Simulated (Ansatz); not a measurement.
# As: distorted cells

Level of theory: Ansatz 0.2.0, DFT PBE, scalar-relativistic, plane waves, PAW.

Plane waves to 420 eV, a k mesh through Γ of 16×16×16 on the computed 1-atom cell and Gaussian smearing (0.10 eV); no spin polarisation.

Reference cell:

```
As
1.0
     2.70368    0.00000    0.00000
     0.00000    2.70368    0.00000
     0.00000    0.00000    2.70368
As
1
Direct
  0.50000 0.50000 0.50000
```

Each variant moves atoms of this cell by the vectors given, if any (Å), and then applies a symmetric strain (tensor components, Cartesian axes). The reference cell isn't relaxed at this level. Energies are per atom at zero smearing, counted from the lowest variant. Pressure is positive in compression.

1. strain (xx yy zz yz xz xy, %) 0.02 0.02 0.02 0.00 0.00 0.00
2. strain (xx yy zz yz xz xy, %) 4.14 4.14 4.14 0.00 0.00 0.00
3. strain (xx yy zz yz xz xy, %) 3.26 3.26 3.26 0.00 0.00 0.00
4. strain (xx yy zz yz xz xy, %) -0.93 -0.93 -0.93 0.00 0.00 0.00
5. strain (xx yy zz yz xz xy, %) -1.67 -1.67 -1.67 0.00 0.00 0.00

```json
{"result": "A", "ΔE (meV/atom)": "19.5", "P (GPa)": "-4.68"}
{"result": "B", "ΔE (meV/atom)": "29.0", "P (GPa)": "7.39"}
{"result": "C", "ΔE (meV/atom)": "38.4", "P (GPa)": "-6.05"}
{"result": "D", "ΔE (meV/atom)": "12.6", "P (GPa)": "5.01"}
{"result": "E", "ΔE (meV/atom)": "0.0", "P (GPa)": "2.23"}
```

Problem. Which variant gave which result?

Solution. A is 3, B is 5, C is 2, D is 4, E is 1. The pressure falls as the cell grows: from the smallest volume to the largest the variants are 5, 4, 1, 3, 2.

This simple cubic form isn't the element's structure at ambient conditions.